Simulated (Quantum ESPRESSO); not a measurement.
# CoO (R3m) in Quantum ESPRESSO: further runs

The runs below take CoO through single point, equation of state, band structure, with LDA, r2SCAN.

Program: Quantum ESPRESSO 7.5. These are calculated values, not measurements. Logs are shortened: lines on timing, memory, paths and dates and some standing lists are left out, and cuts for length are marked.

### Step 1. The crystal as given

It takes space group R3m (No. 160, trigonal). Conventional cell: a = 3.204 Å, b = 3.204 Å, c = 7.699 Å, α = 90.00°, β = 90.00°, γ = 120.00°. Co (site symmetry 3m) has 4 O at 1.91 to 1.96 Å as nearest neighbours. O (site symmetry 3m) is surrounded by 4 Co at 1.91 to 1.96 Å.

Measurements of this composition are mostly on another form, of space group No. 225.

### Step 2. Single point, LDA, collinear spin, ferromagnetic start, 10.73 Å³/atom

The input, pw.in:

```
&CONTROL
  calculation = 'scf'
  prefix = 'pwscf'
  outdir = './tmp'
  pseudo_dir = './pseudo'
  tprnfor = .true.
  tstress = .true.
  disk_io = 'nowf'
/
&SYSTEM
  ibrav = 0
  nat = 2
  ntyp = 2
  ecutwfc = 56
  ecutrho = 448
  nbnd = 21
  occupations = 'smearing'
  smearing = 'fd'
  degauss = 0.00367493
  nspin = 2
  starting_magnetization(1) = 0.1176
  starting_magnetization(2) = 0
/
&ELECTRONS
  conv_thr = 4d-10
  electron_maxstep = 120
  mixing_beta = 0.3
/
ATOMIC_SPECIES
Co    58.9332 co_lda_v1.2.uspp.F.UPF
O     15.9990 o_lda_v1.2.uspp.F.UPF
CELL_PARAMETERS angstrom
   1.5695123000    0.9061583489    2.5140792326
  -1.5695123000    0.9061583489    2.5140792326
   0.0000000000   -1.8123166978    2.5140792326
ATOMIC_POSITIONS crystal
Co     0.9989783200    0.9989783200    0.9989783200
O      0.7510210300    0.7510210300    0.7510210300
K_POINTS automatic
10 10 10 0 0 0
```

Potentials or basis: GBRV 1.5 LDA.

Run with:

```sh
OMP_NUM_THREADS=1 mpirun -n 2 pw.x -nk 2 -in pw.in > pw.out
```

pw.out:

```text
This program is part of the open-source Quantum ESPRESSO suite
     for quantum simulation of materials; please cite
[... 13 lines left out ...]
     --------------------
     sticks:   dense  smooth     PW     G-vecs:    dense   smooth      PW
     Sum        1061     531    177                23151     8165    1555

     Using Slab Decomposition

     bravais-lattice index     =            0
     lattice parameter (alat)  =       5.8567  a.u.
     unit-cell volume          =     144.7757 (a.u.)^3
     number of atoms/cell      =            2
     number of atomic types    =            2
     number of electrons       =        23.00
     number of Kohn-Sham states=           21
     kinetic-energy cutoff     =      56.0000  Ry
     charge density cutoff     =     448.0000  Ry
     scf convergence threshold =      4.0E-10
     mixing beta               =       0.3000
     number of iterations used =            8  plain     mixing
     Exchange-correlation= SLA  PZ   NOGX NOGC
                           (   1   1   0   0   0   0   0)

     celldm(1)=   5.856653  celldm(2)=   0.000000  celldm(3)=   0.000000
     celldm(4)=   0.000000  celldm(5)=   0.000000  celldm(6)=   0.000000

     crystal axes: (cart. coord. in units of alat)
               a(1) = (   0.506424   0.292384   0.811201 )
               a(2) = (  -0.506424   0.292384   0.811201 )
               a(3) = (   0.000000  -0.584768   0.811201 )

     reciprocal axes: (cart. coord. in units 2 pi/alat)
               b(1) = (  0.987315  0.570027  0.410914 )
               b(2) = ( -0.987315  0.570027  0.410914 )
               b(3) = ( -0.000000 -1.140054  0.410914 )

     PseudoPot. # 1 for Co read from file:
     co_lda_v1.2.uspp.F.UPF
     Pseudo is Ultrasoft + core correction, Zval = 17.0
     Generated by new atomic code, or converted to UPF format
     Using radial grid of  863 points,  6 beta functions with:
                l(1) =   0
                l(2) =   0
                l(3) =   1
                l(4) =   1
                l(5) =   2
                l(6) =   2
     Q(r) pseudized with  8 coefficients,  rinner =    1.200   1.200   1.200
                                                       1.200   1.200

     PseudoPot. # 2 for O  read from file:
     o_lda_v1.2.uspp.F.UPF
     Pseudo is Ultrasoft + core correction, Zval =  6.0
     Generated by new atomic code, or converted to UPF format
     Using radial grid of  737 points,  5 beta functions with:
                l(1) =   0
                l(2) =   0
                l(3) =   1
                l(4) =   1
                l(5) =   2
     Q(r) pseudized with  8 coefficients,  rinner =    0.900   0.900   0.900
                                                       0.900   0.900

     atomic species   valence    mass     pseudopotential
     Co               17.00    58.93320     Co( 1.00)
     O                 6.00    15.99900     O ( 1.00)

     Starting magnetic structure
     atomic species   magnetization
     Co              0.118
     O               0.000

      6 Sym. Ops. (no inversion) found

   Cartesian axes

     site n.     atom                  positions (alat units)
         1        Co     tau(   1) = (   0.0000000  -0.0000000   2.4311158  )
         2        O      tau(   2) = (  -0.0000000  -0.0000000   1.8276864  )

     number of k points=   116  Fermi-Dirac smearing, width (Ry)=  0.0037

     Number of k-points >= 100: set verbosity='high' to print them.

     Dense  grid:    23151 G-vectors     FFT dimensions: (  40,  40,  40)

     Smooth grid:     8165 G-vectors     FFT dimensions: (  27,  27,  27)

     Check: negative core charge=   -0.000024
     Generating pointlists ...
     new r_m :   0.2489 (alat units)  1.4578 (a.u.) for type    1
     new r_m :   0.2489 (alat units)  1.4578 (a.u.) for type    2

     Initial potential from superposition of free atoms

     starting charge      22.0000, renormalised to      23.0000
     Starting wfcs are   17 randomized atomic wfcs +    4 random wfcs

     Self-consistent Calculation

     iteration #  1     ecut=    56.00 Ry     beta= 0.30
     Davidson diagonalization with overlap
     ethr =  1.00E-02,  avg # of iterations =  5.7

     total energy              =    -328.01599951 Ry
     estimated scf accuracy    <       8.06200912 Ry

     total magnetization       =     1.78 Bohr mag/cell
     absolute magnetization    =     1.85 Bohr mag/cell

     iteration #  2     ecut=    56.00 Ry     beta= 0.30
     Davidson diagonalization with overlap
     ethr =  1.00E-02,  avg # of iterations =  2.0

     total energy              =    -329.51176617 Ry
     estimated scf accuracy    <       8.12528683 Ry

     total magnetization       =     0.35 Bohr mag/cell
     absolute magnetization    =     0.36 Bohr mag/cell

     iteration #  3     ecut=    56.00 Ry     beta= 0.30
     Davidson diagonalization with overlap
     ethr =  1.00E-02,  avg # of iterations =  1.6

     total energy              =    -330.57099012 Ry
     estimated scf accuracy    <       0.10312169 Ry

     total magnetization       =     1.98 Bohr mag/cell
     absolute magnetization    =     1.99 Bohr mag/cell

     iteration #  4     ecut=    56.00 Ry     beta= 0.30
     Davidson diagonalization with overlap
     ethr =  4.48E-04,  avg # of iterations =  1.2

     total energy              =    -330.57197551 Ry
     estimated scf accuracy    <       0.02180636 Ry

     total magnetization       =     1.87 Bohr mag/cell
     absolute magnetization    =     1.88 Bohr mag/cell

     iteration #  5     ecut=    56.00 Ry     beta= 0.30
     Davidson diagonalization with overlap
     ethr =  9.48E-05,  avg # of iterations =  1.7

     total energy              =    -330.57388168 Ry
     estimated scf accuracy    <       0.00357034 Ry

     total magnetization       =     1.83 Bohr mag/cell
     absolute magnetization    =     1.84 Bohr mag/cell

     iteration #  6     ecut=    56.00 Ry     beta= 0.30
     Davidson diagonalization with overlap
     ethr =  1.55E-05,  avg # of iterations =  2.8

     total energy              =    -330.57472549 Ry
     estimated scf accuracy    <       0.00296949 Ry

     total magnetization       =     1.93 Bohr mag/cell
     absolute magnetization    =     1.94 Bohr mag/cell

     iteration #  7     ecut=    56.00 Ry     beta= 0.30
     Davidson diagonalization with overlap
     ethr =  1.29E-05,  avg # of iterations =  1.0

     total energy              =    -330.57513119 Ry
     estimated scf accuracy    <       0.00110488 Ry

     total magnetization       =     1.96 Bohr mag/cell
     absolute magnetization    =     1.97 Bohr mag/cell

     iteration #  8     ecut=    56.00 Ry     beta= 0.30
     Davidson diagonalization with overlap
     ethr =  4.80E-06,  avg # of iterations =  1.4

     total energy              =    -330.57538828 Ry
     estimated scf accuracy    <       0.00256018 Ry

     total magnetization       =     2.08 Bohr mag/cell
     absolute magnetization    =     2.09 Bohr mag/cell

     iteration #  9     ecut=    56.00 Ry     beta= 0.30
     Davidson diagonalization with overlap
     ethr =  4.80E-06,  avg # of iterations =  1.0

     total energy              =    -330.57502612 Ry
     estimated scf accuracy    <       0.00259455 Ry

     total magnetization       =     2.09 Bohr mag/cell
     absolute magnetization    =     2.10 Bohr mag/cell

     iteration # 10     ecut=    56.00 Ry     beta= 0.30
     Davidson diagonalization with overlap
     ethr =  4.80E-06,  avg # of iterations =  1.2

     total energy              =    -330.57322494 Ry
     estimated scf accuracy    <       0.00187460 Ry

     total magnetization       =     2.29 Bohr mag/cell
     absolute magnetization    =     2.30 Bohr mag/cell

     iteration # 11     ecut=    56.00 Ry     beta= 0.30
     Davidson diagonalization with overlap
     ethr =  4.80E-06,  avg # of iterations =  2.0

     total energy              =    -330.57438463 Ry
     estimated scf accuracy    <       0.00019239 Ry

     total magnetization       =     2.57 Bohr mag/cell
     absolute magnetization    =     2.59 Bohr mag/cell

     iteration # 12     ecut=    56.00 Ry     beta= 0.30
     Davidson diagonalization with overlap
     ethr =  8.36E-07,  avg # of iterations =  2.0

     total energy              =    -330.57553999 Ry
     estimated scf accuracy    <       0.00004797 Ry

     total magnetization       =     2.33 Bohr mag/cell
     absolute magnetization    =     2.35 Bohr mag/cell

     iteration # 13     ecut=    56.00 Ry     beta= 0.30
     Davidson diagonalization with overlap
     ethr =  2.09E-07,  avg # of iterations =  1.0

     total energy              =    -330.57553912 Ry
     estimated scf accuracy    <       0.00002014 Ry

     total magnetization       =     2.38 Bohr mag/cell
     absolute magnetization    =     2.39 Bohr mag/cell

     iteration # 14     ecut=    56.00 Ry     beta= 0.30
     Davidson diagonalization with overlap
     ethr =  8.76E-08,  avg # of iterations =  2.0

     total energy              =    -330.57559936 Ry
     estimated scf accuracy    <       0.00000018 Ry

     total magnetization       =     2.43 Bohr mag/cell
     absolute magnetization    =     2.44 Bohr mag/cell

     iteration # 15     ecut=    56.00 Ry     beta= 0.30
     Davidson diagonalization with overlap
     ethr =  7.89E-10,  avg # of iterations =  2.1

     total energy              =    -330.57560039 Ry
     estimated scf accuracy    <       0.00000009 Ry

     total magnetization       =     2.44 Bohr mag/cell
     absolute magnetization    =     2.45 Bohr mag/cell

     iteration # 16     ecut=    56.00 Ry     beta= 0.30
     Davidson diagonalization with overlap
     ethr =  4.04E-10,  avg # of iterations =  2.0

     total energy              =    -330.57560062 Ry
     estimated scf accuracy    <          2.6E-09 Ry

     total magnetization       =     2.44 Bohr mag/cell
     absolute magnetization    =     2.45 Bohr mag/cell

     iteration # 17     ecut=    56.00 Ry     beta= 0.30
     Davidson diagonalization with overlap
     ethr =  1.13E-11,  avg # of iterations =  2.0

     total energy              =    -330.57560062 Ry
     estimated scf accuracy    <          6.0E-10 Ry

     total magnetization       =     2.44 Bohr mag/cell
     absolute magnetization    =     2.45 Bohr mag/cell

     iteration # 18     ecut=    56.00 Ry     beta= 0.30
     Davidson diagonalization with overlap
     ethr =  2.62E-12,  avg # of iterations =  2.0

     Magnetic moment per site  (integrated on atomic sphere of radius R)
     atom   1 (R=0.249)  charge= 14.0182  magn=  1.9641
     atom   2 (R=0.249)  charge=  5.1552  magn=  0.2659

     End of self-consistent calculation

     Number of k-points >= 100: set verbosity='high' to print the bands.

     the Fermi energy is    11.5867 ev

!    total energy              =    -330.57560062 Ry
     estimated scf accuracy    <          3.8E-10 Ry
     smearing contrib. (-TS)   =      -0.00179600 Ry
     internal energy E=F+TS    =    -330.57380462 Ry

     The total energy is F=E-TS. E is the sum of the following terms:
     one-electron contribution =    -208.50099037 Ry
     hartree contribution      =     115.67979934 Ry
     xc contribution           =     -39.39462645 Ry
     ewald contribution        =    -198.35798714 Ry

     total magnetization       =     2.44 Bohr mag/cell
     absolute magnetization    =     2.45 Bohr mag/cell

     convergence has been achieved in  18 iterations

     Forces acting on atoms (cartesian axes, Ry/au):

     atom    1 type  1   force =     0.00000000   -0.00000000    0.01152147
     atom    2 type  2   force =    -0.00000000    0.00000000   -0.01152147

     Total force =     0.016294     Total SCF correction =     0.000014

     Computing stress (Cartesian axis) and pressure

          total   stress  (Ry/bohr**3)                   (kbar)     P=      -85.06
  -0.00071116   0.00000000   0.00000000         -104.62        0.00        0.00
   0.00000000  -0.00071116   0.00000000            0.00     -104.62        0.00
   0.00000000   0.00000000  -0.00031228            0.00        0.00      -45.94

=------------------------------------------------------------------------------=
   JOB DONE.
=------------------------------------------------------------------------------=
```

Run time: 2.9 min. Hardware: 2 MPI ranks of Intel Xeon at 2.50GHz (Skylake/Cascade Lake), shared host; peak memory 0.28 GiB.

What came out:

- Free energy: -4497.7102 eV
- Pressure: -8.5 GPa
- Largest force: 0.296 eV/Å
- Band gap on the k mesh: none (metal or under the smearing width)
- Net moment: 2.44 μB per cell
- Absolute moment: 2.45 μB per cell
- Site moments: Co +1.96; O +0.27 μB
- Valence electrons inside the program's atomic spheres: Co 14.02; O 5.16

Caveat: a cell with one magnetic atom can't hold antiferromagnetic order, which such compounds often take; semilocal functionals often make such compounds metallic where correlation or magnetic order opens a gap, which also shifts bond lengths.

### Step 3. Single point, LDA, collinear spin, ferromagnetic start, 10.96 Å³/atom

pw.in, as its differences from that of step 2:

```diff
@@ -32,5 +32,5 @@
 CELL_PARAMETERS angstrom
-   1.5695123000    0.9061583489    2.5140792326
-  -1.5695123000    0.9061583489    2.5140792326
-   0.0000000000   -1.8123166978    2.5140792326
+   1.5805655677    0.9125399560    2.5317845992
+  -1.5805655677    0.9125399560    2.5317845992
+   0.0000000000   -1.8250799120    2.5317845992
 ATOMIC_POSITIONS crystal
```

Potentials or basis: GBRV 1.5 LDA.

Run with:

```sh
OMP_NUM_THREADS=1 mpirun -n 2 pw.x -nk 2 -in pw.in > pw.out
```

Run time: 2.8 min. Hardware: 2 MPI ranks of Intel Xeon at 2.50GHz (Skylake/Cascade Lake), shared host; peak memory 0.28 GiB.

Results (log left out):

```yaml
Free_energy: -4497.6840 eV
Pressure: -10.4 GPa
Largest_force: 0.267 eV/Å
Band_gap_on_the_k_mesh: none (metal or under the smearing width)
Net_moment: 2.59 μB per cell
Absolute_moment: 2.61 μB per cell
Site_moments: Co +2.09; O +0.29 μB
Valence_electrons_inside_the_program's_atomic_spheres: Co 14.05; O 5.18
```

Caveat: a cell with one magnetic atom can't hold antiferromagnetic order, which such compounds often take; semilocal functionals often make such compounds metallic where correlation or magnetic order opens a gap, which also shifts bond lengths.

### Step 4. Single point, LDA, collinear spin, ferromagnetic start, 11.18 Å³/atom

pw.in, as its differences from that of step 3:

```diff
@@ -32,5 +32,5 @@
 CELL_PARAMETERS angstrom
-   1.5805655677    0.9125399560    2.5317845992
-  -1.5805655677    0.9125399560    2.5317845992
-   0.0000000000   -1.8250799120    2.5317845992
+   1.5914663644    0.9188335339    2.5492457344
+  -1.5914663644    0.9188335339    2.5492457344
+   0.0000000000   -1.8376670678    2.5492457344
 ATOMIC_POSITIONS crystal
```

Run with:

```sh
OMP_NUM_THREADS=1 mpirun -n 2 pw.x -nk 2 -in pw.in > pw.out
```

It took 2.5 min on 2 MPI ranks of Intel Xeon at 2.50GHz (Skylake/Cascade Lake), shared host; peak memory 0.28 GiB.

The run converged. Its results:

| Property | Result |
| --- | --- |
| Free energy | -4497.6524 eV |
| Pressure | -12.2 GPa |
| Largest force | 0.236 eV/Å |
| Band gap on the k mesh | none (metal or under the smearing width) |
| Net moment | 2.72 μB per cell |
| Absolute moment | 2.73 μB per cell |
| Site moments | Co +2.18; O +0.31 μB |
| Valence electrons inside the program's atomic spheres | Co 14.08; O 5.21 |

Caveat: a cell with one magnetic atom can't hold antiferromagnetic order, which such compounds often take; semilocal functionals often make such compounds metallic where correlation or magnetic order opens a gap, which also shifts bond lengths.

### Step 5. Single point, LDA, collinear spin, ferromagnetic start, 11.41 Å³/atom

pw.in, as its differences from that of step 4:

```diff
@@ -32,5 +32,5 @@
 CELL_PARAMETERS angstrom
-   1.5914663644    0.9188335339    2.5492457344
-  -1.5914663644    0.9188335339    2.5492457344
-   0.0000000000   -1.8376670678    2.5492457344
+   1.6022198417    0.9250420569    2.5664708903
+  -1.6022198417    0.9250420569    2.5664708903
+   0.0000000000   -1.8500841138    2.5664708903
 ATOMIC_POSITIONS crystal
```

Run with:

```sh
OMP_NUM_THREADS=1 mpirun -n 2 pw.x -nk 2 -in pw.in > pw.out
```

Run time: 2.6 min. Hardware: 2 MPI ranks of Intel Xeon at 2.50GHz (Skylake/Cascade Lake), shared host; peak memory 0.32 GiB.

It converged, with:

```yaml
Free_energy: -4497.6155 eV
Pressure: -14.2 GPa
Largest_force: 0.208 eV/Å
Band_gap_on_the_k_mesh: none (metal or under the smearing width)
Net_moment: 2.81 μB per cell
Absolute_moment: 2.82 μB per cell
Site_moments: Co +2.25; O +0.33 μB
Valence_electrons_inside_the_program's_atomic_spheres: Co 14.10; O 5.23
```

Caveat: a cell with one magnetic atom can't hold antiferromagnetic order, which such compounds often take; semilocal functionals often make such compounds metallic where correlation or magnetic order opens a gap, which also shifts bond lengths.

### Step 6. Single point, LDA, collinear spin, ferromagnetic start, 11.64 Å³/atom

pw.in, as its differences from that of step 5:

```diff
@@ -32,5 +32,5 @@
 CELL_PARAMETERS angstrom
-   1.6022198417    0.9250420569    2.5664708903
-  -1.6022198417    0.9250420569    2.5664708903
-   0.0000000000   -1.8500841138    2.5664708903
+   1.6128308784    0.9311683418    2.5834678816
+  -1.6128308784    0.9311683418    2.5834678816
+   0.0000000000   -1.8623366835    2.5834678816
 ATOMIC_POSITIONS crystal
```

Potentials or basis: GBRV 1.5 LDA.

Run with:

```sh
OMP_NUM_THREADS=1 mpirun -n 2 pw.x -nk 2 -in pw.in > pw.out
```

Run time: 2.4 min. Hardware: 2 MPI ranks of Intel Xeon at 2.50GHz (Skylake/Cascade Lake), shared host; peak memory 0.32 GiB.

It converged, with:

| Property | Result |
| --- | --- |
| Free energy | -4497.5730 eV |
| Pressure | -16.0 GPa |
| Largest force | 0.185 eV/Å |
| Band gap on the k mesh | none (metal or under the smearing width) |
| Net moment | 2.87 μB per cell |
| Absolute moment | 2.89 μB per cell |
| Site moments | Co +2.31; O +0.34 μB |
| Valence electrons inside the program's atomic spheres | Co 14.13; O 5.25 |

Caveat: a cell with one magnetic atom can't hold antiferromagnetic order, which such compounds often take; semilocal functionals often make such compounds metallic where correlation or magnetic order opens a gap, which also shifts bond lengths.

### Step 7. Single point, LDA, collinear spin, ferromagnetic start, 11.87 Å³/atom

pw.in, as its differences from that of step 6:

```diff
@@ -32,5 +32,5 @@
 CELL_PARAMETERS angstrom
-   1.6128308784    0.9311683418    2.5834678816
-  -1.6128308784    0.9311683418    2.5834678816
-   0.0000000000   -1.8623366835    2.5834678816
+   1.6233040996    0.9372150589    2.6002441171
+  -1.6233040996    0.9372150589    2.6002441171
+   0.0000000000   -1.8744301178    2.6002441171
 ATOMIC_POSITIONS crystal
```

Run with:

```sh
OMP_NUM_THREADS=1 mpirun -n 2 pw.x -nk 2 -in pw.in > pw.out
```

Run time: 2.5 min. Hardware: 2 MPI ranks of Intel Xeon at 2.50GHz (Skylake/Cascade Lake), shared host; peak memory 0.34 GiB.

It converged, with:

```
Free energy                                           : -4497.5253 eV
Pressure                                              : -17.9 GPa
Largest force                                         : 0.164 eV/Å
Band gap on the k mesh                                : none (metal or under the smearing width)
Net moment                                            : 2.92 μB per cell
Absolute moment                                       : 2.93 μB per cell
Site moments                                          : Co +2.34; O +0.35 μB
Valence electrons inside the program's atomic spheres : Co 14.16; O 5.27
```

Caveat: a cell with one magnetic atom can't hold antiferromagnetic order, which such compounds often take; semilocal functionals often make such compounds metallic where correlation or magnetic order opens a gap, which also shifts bond lengths.

(Part 1 of 2 ends here.)
